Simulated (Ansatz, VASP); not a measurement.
N: VASP beside Ansatz

INCAR

```
PREC = Accurate
ENCUT = 520
EDIFF = 1E-7
ISMEAR = 0
SIGMA = 0.05
LREAL = F
LASPH = T
NELM = 100
ALGO = Normal
ISIF = 2
LWAVE = F
LCHARG = F
GGA = PS
NBANDS = 18
```

Contents of KPOINTS:

```
regular mesh
0
Gamma
  6 6 4
```

POSCAR

```
N
1.0
    4.0005434982      0.0000000000      0.0000000000
   -2.0002717491      3.4645722984      0.0000000000
    0.0000000000      0.0000000000      6.4455232292
N
4
Direct
    0.3333333333      0.6666666667      0.3289300400
    0.3333333333      0.6666666667      0.1710699600
    0.6666666667      0.3333333333      0.8289300400
    0.6666666667      0.3333333333      0.6710699600
```

Input for Ansatz:

```yaml
crystal:
  lattice:
    - [4.0005434982, 0.0, 0.0]
    - [-2.0002717491, 3.4645722984, 0.0]
    - [0.0, 0.0, 6.4455232292]
  atoms:
    - { symbol: "N", position: [0.3333333333, 0.6666666667, 0.32893004] }
    - { symbol: "N", position: [0.3333333333, 0.6666666667, 0.17106996] }
    - { symbol: "N", position: [0.6666666667, 0.3333333333, 0.82893004] }
    - { symbol: "N", position: [0.6666666667, 0.3333333333, 0.67106996] }
basis:
  ecutwfc: 420
kpoints:
  mp_grid: { grid: [6, 6, 4] }
hamiltonian:
  xc: pbesol
scf:
  occupations: { method: gaussian, width: 0.05 }
output:
  forces: true
  stress: true
  eigenvalues: true
```

Change from the starting cell: strain -0.040 along x and y, -0.080 along z, atoms carried along.

Alike in both runs: task single point; functional PBEsol; k mesh 6 × 6 × 4; occupations gaussian, width 0.05 eV; no spin polarisation.

```csv
,VASP,Ansatz
version,VASP 6.6.1,Ansatz 0.2.0
potentials or method,"VASP PAW PBE potentials, release 64 (N)","scalar-relativistic, plane waves, PAW"
plane-wave cutoff (eV),520,420
valence electrons in the cell,20,20
```

|  | VASP | Ansatz | Ansatz less VASP |
| --- | --- | --- | --- |
| gap on the k mesh at the Fermi level (eV) | 7.55 | 7.62 | +0.077 |
| least direct gap on the mesh (eV) | 8.03 | 8.10 | +0.070 |
| pressure (GPa) | 25.1 | 20.0 | -5.16 |
| largest component of the traceless stress (GPa) | 50.08 | 38.84 | -11.236 |
| rms of the force components (eV/Å) | 11.914 | 9.180 | -2.7340 |

Atom by atom the forces differ by 2.734 eV/Å (rms over components).

Caveats: the standard files for N, O and F lose accuracy on very short bonds; so large a pressure means that the cell lies far from this level's equilibrium, or that cutoff or potentials fall short (VASP); the potentials were made for another functional, which shifts forces and pressure (VASP). A k mesh can miss the band edges.
